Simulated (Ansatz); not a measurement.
A plane-wave DFT run in Ansatz 0.2.0 (scalar-relativistic PAW potentials unless the input names others): input and command.

```yaml
crystal:
  lattice:
    - [-1.1286825917, 1.2050323879, 1.2242430013]
    - [1.1721965538, -1.2343914688, 1.2971160443]
    - [1.2370906683, 1.3427995454, -1.2536020822]
  atoms:
    - { symbol: Be, position: [0.0, 0.0, 0.0] }
basis:
  ecutwfc: 420
kpoints:
  mp_grid: { grid: [18, 18, 18], shift: [0.5, 0.5, 0.5] }
hamiltonian:
  xc: pbesol
scf:
  occupations: { method: gaussian, width: 0.15 }
  eigensolver: { kind: davidson }
output:
  forces: true
  eigenvalues: true
  stress: true
```

```bash
ansatz run input.yaml --threads 4 --pin off --max-ram 5120MiB --backend cpu --events-out ev --progress --plain --runs-dir out
```

Abridged log:
```
Basis set: ecut = 420 eV, 149 PW (Γ), exchange–correlation on 30×30×30 points (8 copies of the dense FFT grid, shifted against one another)
Bands: 5, of which v1, the nominal top of the filled ones, is band 1 counted from 1 (0 counted from 0)
Symmetry: 2 space group operations
k-points: 2916 of 5832
SCF iter   1: F=—  HF=-90.200058 eV  |F-HF|=—  |Δ(HF+E_count)|=         —  Δρ=1.34e-3  dr2=8.65e-5  ethr=1.77e-3  ⟨swp⟩=5.3  Hψ=63488  notcnv=0
SCF iter   2: F=—  HF=-90.200036 eV  |F-HF|=—  |Δ(HF+E_count)|=   2.28e-5  Δρ=6.30e-4  dr2=1.86e-5  ethr=4.33e-6  ⟨swp⟩=2.0  Hψ=17654  notcnv=0  defer=1
SCF iter   3: F=-90.200015 eV  HF=-90.200015 eV  |F-HF|=7.99e-9  |Δ(HF+E_count)|=   2.04e-5  Δρ=1.92e-5  dr2=1.27e-8  ethr=5.53e-10  ⟨swp⟩=3.4  Hψ=39579  notcnv=0
SCF iter   4: F=-90.200015 eV  HF=-90.200015 eV  |F-HF|=2.27e-13  |Δ(HF+E_count)|=   7.79e-9  Δρ=7.31e-7  dr2=1.88e-11  ethr=5.53e-10  ⟨swp⟩=2.0  Hψ=17635  notcnv=0
SCF iter   5: F=-90.200015 eV  HF=-90.200015 eV  |F-HF|=2.84e-14  |Δ(HF+E_count)|=  6.62e-12  Δρ=8.10e-8  dr2=1.50e-13  ethr=1.00e-12  ⟨swp⟩=2.8  Hψ=20153  notcnv=0
SCF iter   6: F=-90.200015 eV  HF=-90.200015 eV  |F-HF|=5.68e-14  |Δ(HF+E_count)|=  5.68e-14  Δρ=4.76e-9  dr2=6.63e-16  ethr=1.00e-12  ⟨swp⟩=2.0  Hψ=17636  notcnv=0
the search or the solves at the SCF's close seem to have found levels that the self-consistency loop had missed (the run counts 2). By its estimate they hold under 1e-12 electrons; where the run keeps them, the occupations were computed again with them
SCF 1 converged in 6 iterations: F = -90.200015 eV  dr2 = 6.63e-16
SCF converged after 6 iterations
Free energy (F): -90.200015 eV
Harris-Foulkes:  -90.200015 eV  (|F-HF|=5.68e-14)
Internal energy: -90.197656 eV  (E = F + TS)
E sigma→0 (E₀):  -90.198836 eV
Entropy (-TS):   -0.002359 eV (-2.359 meV/atom)
Fermi energy:    8.979939 eV
--- Forces (eV/Å), atoms counted from 1 ---
  atom   1  Be     0.00000000     0.00000000     0.00000000
--- Stress (GPa, compression-positive) ---
        7.227344     -16.911679      -8.574877
      -16.911679       1.547568       5.586148
       -8.574877       5.586148      -1.685016
  P = ⅓ Tr σ = 2.3633 GPa (23.633 kbar)
```

Apart from outputs, empty bands and the relaxation, which only the reference makes, the input differs from a reference run on usual settings in kpoints.mp_grid.shift: not typed → [0.5, 0.5, 0.5]; scf.eigensolver.kind: not typed → "davidson". The reference, at the same geometry, ended its own course with pressure 2.39 GPa, largest force 0.000 eV/Å, no gap on the mesh. This run converged in 6 SCF iterations with an energy at zero smearing 0.18 meV/atom above the reference's, pressure 2.36 GPa, largest force 0.000 eV/Å, no gap on the mesh.

It took 5.4 s on 4 threads of Arm Neoverse N1, with other jobs on the host, peak memory 0.4 GiB.